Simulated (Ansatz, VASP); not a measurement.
**Cross-check of FeAs (Westerveldite) between VASP and Ansatz**

Aim: how closely do two programs agree when they are given the same cell, functional and k mesh? The structure shown comes from an earlier Ansatz run, which isn't shown and may have moved the atoms alone.

Method: plane waves, with VASP 6.6.1 beside it; elastic constants at PBEsol, in Ansatz 0.2.0.

### Step 1. Set-up

Symmetry: Pnma, No. 62, orthorhombic system. Conventional cell: a = 5.439 Å, b = 3.373 Å, c = 6.028 Å, α = 90.00°, β = 90.00°, γ = 90.00°. Nearest to Fe lie 6 As at 2.33 to 2.52 Å. As has 6 Fe at 2.33 to 2.52 Å nearest. Farther neighbours are not listed.

Structure file:

```cif
data_structure
_symmetry_space_group_name_H-M 'Pnma'
_symmetry_Int_Tables_number 62
_cell_length_a 5.4390
_cell_length_b 3.3730
_cell_length_c 6.0280
_cell_angle_alpha 90.000
_cell_angle_beta 90.000
_cell_angle_gamma 90.000
_cell_volume 110.59
loop_
_atom_site_label
_atom_site_type_symbol
_atom_site_symmetry_multiplicity
_atom_site_Wyckoff_symbol
_atom_site_fract_x
_atom_site_fract_y
_atom_site_fract_z
_atom_site_occupancy
Fe1 Fe 4 c 0.00079 0.75000 0.70012 1
As1 As 4 c 0.79888 0.75000 0.07668 1
```

### Step 2. Ansatz: elastic constants, PBEsol

Ansatz runs on its default PAW (the set named soft_2) files.

Elastic constants are differences of stresses under small strains, so they test the stress and the mesh.

input.yaml reads:

```yaml
crystal:
  lattice:
    - [5.439, 0.0, 0.0]
    - [0.0, 3.373, 0.0]
    - [0.0, 0.0, 6.028]
  atoms:
    - { symbol: Fe, position: [1.0007838033, 0.75, 0.2001183111], spin: 1.06 }
    - { symbol: Fe, position: [-0.0007838033, 0.25, 0.7998816889], spin: 1.06 }
    - { symbol: Fe, position: [0.4992162093, 0.25, 0.7001179992], spin: -1.06 }
    - { symbol: Fe, position: [0.5007837907, 0.75, 0.2998820008], spin: -1.06 }
    - { symbol: As, position: [0.7988817978, 0.75, 0.5766760897] }
    - { symbol: As, position: [0.2011182022, 0.25, 0.4233239103] }
    - { symbol: As, position: [0.7011179375, 0.25, 0.0766766473] }
    - { symbol: As, position: [0.2988820625, 0.75, 0.9233233527] }
kpoints:
  mp_grid: { grid: [4, 6, 4] }
hamiltonian:
  xc: pbesol
scf:
  occupations: { method: methfessel_paxton, width: 0.25 }
output:
  forces: true
  stress: true
  eigenvalues: true
  populations: true
magnetization:
  spin_polarized: true
elastic:
  mode: relaxed_ion
  stencil: two_point
  amplitude: 0.01
```

Run with:

```console
ansatz run input.yaml --threads 4 --pin off --max-ram 16384MiB --backend cpu --events-out ev --progress --plain --runs-dir out
```

Numbers of over 12 decimals in the logs are rounded to 6 here.

The log of the run:

```text
Engine: ansatz 0.2.0, x86_64-unknown-linux-gnu
Pseudopotentials: kind: paw
Pseudopotential: Fe, paw, valence charge 16, recommended cutoff 420 eV (normal), Fe.paw.azcp
Pseudopotential: As, paw, valence charge 15, recommended cutoff 420 eV (normal), As.paw.azcp
Functional definition: PBEsol
  exchange = pbesol_x
  correlation = pbesol_c
Crystal: 8 atoms, lattice volume = 110.588 Å³
Basis set: ecut = 420 eV, 2189 PW (Γ), exchange–correlation on 80×48×90 points (8 copies of the dense FFT grid, shifted against one another)
Bands: 77, of which v1, the nominal top of the filled ones, is band 62 counted from 1 (61 counted from 0)
Symmetry: 4 space group operations
Space group: P21/m (ITA 11), of the structure as read, at distance tolerance 4.8e-5 Å
Magnetic group: BNS 62.448 (UNI 546), of the structure as read, at distance tolerance 4.8e-5 Å
k-points: 40 of 96
Non-local potential: Fe, projectors of the file, l = 0: 3, l = 1: 2, l = 2: 3, l = 3: 1
Non-local potential: As, projectors of the file, l = 0: 2, l = 1: 2, l = 2: 3, l = 3: 1
PAW form: soft (Blöchl's): semilocal exchange-correlation on the pseudo side does not see the compensation charge
PAW frozen core: Fe, regenerated for the run's functional, and the local potential with it (the file was generated under x = pbe(κ = 0.804, μ = 0.219515), c = pbe(β = 0.066725))
PAW frozen core: As, regenerated for the run's functional, and the local potential with it (the file was generated under x = pbe(κ = 0.804, μ = 0.219515), c = pbe(β = 0.066725))
PAW one-centre angular grid: Fe, 590 points (default); XC on 64 Gauss nodes
PAW one-centre angular grid: As, 590 points (default); XC on 64 Gauss nodes
Initial density: superposition of atomic densities (chi_scale 0.1, normalization cell)
Starting moments: Σ|m| = 4.24 μB on 4 of 8 sites
Starting magnetic order: altermagnet, d-wave, planar spin-momentum locking; spin-degenerate planes through Γ normal to [0 0 1], [1 0 0] of the run's lattice
Initial wavefunctions: pseudopotential atomic-orbital guess
Functional: x = pbesol(κ = 0.804, μ = 0.123457), c = pbesol(β = 0.046)
SCF 1 converged in 19 iterations: F = -37049.626165 eV  dr2 = 1.67e-8
  greatest PAW one-centre occupation: 1.002 electrons in one spin orbital (limit 2), on the Fe atom at site 1 (counted from 0), in its partial waves of l = 1
Initial density: read from a saved state, or passed on in memory by an earlier SCF of this step, an earlier step, the calling program or the single point that the run made first
Stability of the state it starts from, as read at its close in the collinear treatment: not read, because cold or Methfessel-Paxton smearing, or corrected tetrahedra, fill the levels in a way that the test cannot read (fill_not_monotonic); its run was given moments
Starting moments: Σ|m| = 4.24 μB on 4 of 8 sites; this step starts from the density that it was given
iter 1 solved again at ethr=1.07e-7 eV; its pass at ethr=3.10e-3 eV (dr2=1.33e-4 eV) is discarded
SCF iter   1: F=—  HF=-37049.626163 eV  |F-HF|=—  |Δ(HF+E_count)|=         —  Δρ=1.99e-6 (↑1.93e-6 ↓1.99e-6)  dr2=1.64e-8  dr2_m=8.98e-10  M=0.000 μB ∫|m|=4.287 μB  β_m=0.30  ethr=1.07e-7  ⟨swp⟩=3.0  Hψ=36345  notcnv=0
eigensolver tolerance schedule: the retry pair's looser diagonalisation over-reported the residual by 8078.58 of it (diagonalisation noise at 0.39 of the residual, at the tolerance the schedule requests for it); recorded, not acted on — ethr = c·dr2/N_el stays at c = 1.0e-1
preconditioner: auto → Kerker (q_TF=auto, 2.781 Å⁻¹)  [metal: Δε(μ)=0.045 eV  Ē_g=7.573 eV  σ=0.250 eV  W_gap=0.15  n_scr=38 (ndim 8)  ℏωp=25.5 eV  f_vac=0.000  D(μ)=4.24/eV (n_scr^D=38)]
spin=Collinear: Kerker preconditioning applied to the charge; magnetization (m = ρ↑ − ρ↓) channel mixes plain (no charge-response kernel on spin).
SCF iter   2: F=—  HF=-37049.626165 eV  |F-HF|=—  |Δ(HF+E_count)|=   1.96e-6  S|Δr|=    0.00e0  Δρ=1.81e-6 (↑1.81e-6 ↓1.71e-6)  dr2=1.45e-8  dr2_m=6.45e-10  M=-0.000 μB ∫|m|=4.287 μB  β_m=0.44  ethr=1.32e-11  ⟨swp⟩=3.1  Hψ=14618  notcnv=0
SCF iter   3: F=—  HF=-37049.626165 eV  |F-HF|=—  |Δ(HF+E_count)|=  4.37e-10  S|Δr|=    0.00e0  Δρ=4.28e-6 (↑4.28e-6 ↓4.25e-6)  dr2=9.25e-8  dr2_m=1.73e-9  M=0.000 μB ∫|m|=4.287 μB  β_m=0.35  ethr=1.17e-11  ⟨swp⟩=2.0  Hψ=9832  notcnv=0  recentre
SCF iter   4: F=—  HF=-37049.626165 eV  |F-HF|=—  |Δ(HF+E_count)|=   2.84e-9  S|Δr|=    0.00e0  Δρ=1.30e-6 (↑1.30e-6 ↓1.30e-6)  dr2=8.93e-9  dr2_m=2.54e-10  M=-0.000 μB ∫|m|=4.287 μB  β_m=0.49  ethr=1.17e-11  ⟨swp⟩=2.0  Hψ=6709  notcnv=0
SCF iter   5: F=—  HF=-37049.626165 eV  |F-HF|=—  |Δ(HF+E_count)|=  8.95e-10  S|Δr|=    0.00e0  Δρ=5.61e-7 (↑5.54e-7 ↓5.61e-7)  dr2=1.05e-9  dr2_m=1.33e-11  M=0.000 μB ∫|m|=4.287 μB  β_m=0.72  ethr=7.20e-12  ⟨swp⟩=2.1  Hψ=7368  notcnv=0
[...]
atom   1  Fe     0.00000264     0.00000000    -0.00000060
  atom   2  Fe    -0.00000264     0.00000000     0.00000060
  atom   3  Fe    -0.00000414     0.00000000    -0.00000152
  atom   4  Fe     0.00000414     0.00000000     0.00000152
  atom   5  As     0.00000546     0.00000000     0.00000570
  atom   6  As    -0.00000546     0.00000000    -0.00000570
  atom   7  As    -0.00000537     0.00000000     0.00000861
  atom   8  As     0.00000537     0.00000000    -0.00000861
  max |Σ_I F_I| component: 8.47e-22 eV/Å
--- Stress (GPa, compression-positive) ---
      -10.179367      -0.000000      -0.000002
       -0.000000     -11.982143       0.000000
       -0.000002       0.000000      -9.527114
  P = ⅓ Tr σ = -10.5629 GPa (-105.629 kbar)
--- Band table (eV; the first three rows and the last of 80) ---
  k-point 0 ↑: bands = [... 58 lower, 15.5016, 15.5845, 16.0061, 16.0070, 16.2061, 16.7833, 17.3119, 17.8758, ... 11 higher]
  k-point 1 ↑: bands = [... 58 lower, 15.5917, 15.6494, 15.9754, 16.0839, 16.4388, 16.8372, 17.3810, 17.7490, ... 11 higher]
  k-point 2 ↑: bands = [... 58 lower, 15.6255, 15.6518, 15.9565, 15.9648, 16.9926, 17.1729, 17.2048, 17.6050, ... 11 higher]
  k-point 39 ↓: bands = [... 58 lower, 15.6954, 15.6954, 15.9054, 15.9054, 16.5976, 16.5976, 18.1788, 18.1788, ... 11 higher]
--- Elastic constants: 6 strain directions × 2 members + reference (group order 4) ---
  dense FFT box of the reference and of every strained cell: 40×24×45
  strains applied: 11, 22, 33, 23, 13, 12; error gains: componentwise 1.00 (the most a stress slope's error grows in a printed constant), spectral 1.00 (1 for all six strains in a standard setting)
  reference relaxed by the batch: 3 steps; max|allowed force component| 7.87e-5 eV/Å at the deck's positions, 8.66e-6 at the last accepted step, 8.61e-6 by the solve of record
  largest displacement 1.2e-5 Å; the constants are those of the deck's cell at these positions:
  atoms:
    - { symbol: Fe, position: [1.000786, 0.750000, 0.200118] }
    - { symbol: Fe, position: [-0.000785968, 0.250000, 0.799882] }
    - { symbol: Fe, position: [0.499214, 0.250000, 0.700118] }
    - { symbol: Fe, position: [0.500786, 0.750000, 0.299882] }
    - { symbol: As, position: [0.798882, 0.750000, 0.576676] }
    - { symbol: As, position: [0.201118, 0.250000, 0.423324] }
    - { symbol: As, position: [0.701118, 0.250000, 0.076676] }
    - { symbol: As, position: [0.298882, 0.750000, 0.923324] }
  C = ∂σ_k/∂η_j (tension-positive GPa; Voigt order 11 22 33 23 13 12):
       234.780     90.390     72.054      0.000      0.000     -0.000
        88.823    159.459     66.535      0.000     -0.000      0.000
        72.705     68.743    207.249      0.000      0.000     -0.000
         0.000      0.000     -0.000     91.152     -0.000     -0.000
        -0.000      0.000      0.000     -0.000     86.067      0.000
        -0.000     -0.000      0.000      0.000      0.000    108.992
  reference stress σ⁰ (GPa):     10.179     11.982      9.527     -0.000      0.000      0.000
  C* (energy form; C + prestress term) asymmetry max|C*_kj − C*_jk| = 2.470e-1 GPa — a small one proves nothing (zero by symmetry where the batch's group is 432, −43m or m−3m); a large one is finite-difference/SCF noise where every solve meets its electron count
  moduli (Voigt/Reuss/Hill, GPa): K = 117.86/114.54/116.20   G = 82.03/75.80/78.92   E = 193.05   ν = 0.223
  mechanically stable: yes (min eigenvalue of sym C = 86.07 GPa)
  strain η (Voigt 11):  stress-route row diagonal C_11 = 234.78 GPa, energy-path curvature d²(F+E_count+ΔE)/dδ²/Ω₀ = 235.06 GPa
         δ    σ_11 (GPa)             F (eV)   n_scf  n_hpsi   n_pw
    -1.000e-2       7.7508      -37049.6881414       2   42763   2175   relax 5 steps, max|allowed force component| 1.72e-5 eV/Å
     1.000e-2      12.4464      -37049.5479560       2   42330   2212   relax 5 steps, max|allowed force component| 2.94e-5 eV/Å
  strain η (Voigt 22):  stress-route row diagonal C_22 = 159.46 GPa, energy-path curvature d²(F+E_count+ΔE)/dδ²/Ω₀ = 159.28 GPa
         δ    σ_22 (GPa)             F (eV)   n_scf  n_hpsi   n_pw
    -1.000e-2      10.3224      -37049.7032474       3   57117   2157   relax 5 steps, max|allowed force component| 3.42e-5 eV/Å
     1.000e-2      13.5116      -37049.5380918       2   42133   2208   relax 5 steps, max|allowed force component| 2.05e-5 eV/Å
  strain η (Voigt 33):  stress-route row diagonal C_33 = 207.25 GPa, energy-path curvature d²(F+E_count+ΔE)/dδ²/Ω₀ = 207.33 GPa
         δ    σ_33 (GPa)             F (eV)   n_scf  n_hpsi   n_pw
    -1.000e-2       7.3733      -37049.6845707       2   42284   2171   relax 6 steps, max|allowed force component| 1.50e-5 eV/Å
     1.000e-2      11.5183      -37049.5534005       2   42115   2196   relax 5 steps, max|allowed force component| 3.55e-5 eV/Å
  strain η (Voigt 23):  stress-route row diagonal C_44 = 91.15 GPa, energy-path curvature d²(F+E_count+ΔE)/dδ²/Ω₀ = 85.76 GPa
         δ    σ_23 (GPa)             F (eV)   n_scf  n_hpsi   n_pw
    -1.000e-2      -0.9115      -37049.6231893       3   75006   2181   relax 5 steps, max|allowed force component| 8.59e-6 eV/Å
     1.000e-2       0.9115      -37049.6231893       2   55305   2181   relax 5 steps, max|allowed force component| 1.23e-5 eV/Å
  strain η (Voigt 13):  stress-route row diagonal C_55 = 86.07 GPa, energy-path curvature d²(F+E_count+ΔE)/dδ²/Ω₀ = 81.15 GPa
         δ    σ_13 (GPa)             F (eV)   n_scf  n_hpsi   n_pw
    -1.000e-2      -0.8607      -37049.6233566       3   56527   2185   relax 5 steps, max|allowed force component| 4.00e-5 eV/Å
     1.000e-2       0.8607      -37049.6233566       2   42151   2185   relax 5 steps, max|allowed force component| 1.98e-5 eV/Å
  strain η (Voigt 12):  stress-route row diagonal C_66 = 108.99 GPa, energy-path curvature d²(F+E_count+ΔE)/dδ²/Ω₀ = 103.49 GPa
         δ    σ_12 (GPa)             F (eV)   n_scf  n_hpsi   n_pw
    -1.000e-2      -1.0899      -37049.6225851       2   55004   2185   relax 4 steps, max|allowed force component| 1.33e-5 eV/Å
     1.000e-2       1.0899      -37049.6225851       3   73083   2185   relax 3 steps, max|allowed force component| 3.54e-5 eV/Å
--- Löwdin populations: 8 sites ---
  site symbol       q [e]    m [muB]
     0     Fe     15.6578     0.9988
     1     Fe     15.6578     0.9988
     2     Fe     15.6578    -0.9988
     3     Fe     15.6578    -0.9988
     4     As     15.1288    -0.0100
     5     As     15.1288    -0.0100
     6     As     15.1288     0.0100
     7     As     15.1288     0.0100
  spilling = 0.006882 (of n_electrons = 124.000000)
```

(Part 1 of 2 ends here.)

[Lines on the potential files, build, host, timing and source positions are cut from VASP's logs without a mark.]

[Logs are printed without paths, hosts, clocks, repeated set-up lines and the standing remarks that a program may print on its own settings, such as how far it seeks lower states.]

[Hosts, paths, dates, database ids (printed as entryN), source tags and the programs' standing remarks are cut or masked in the printed files.]
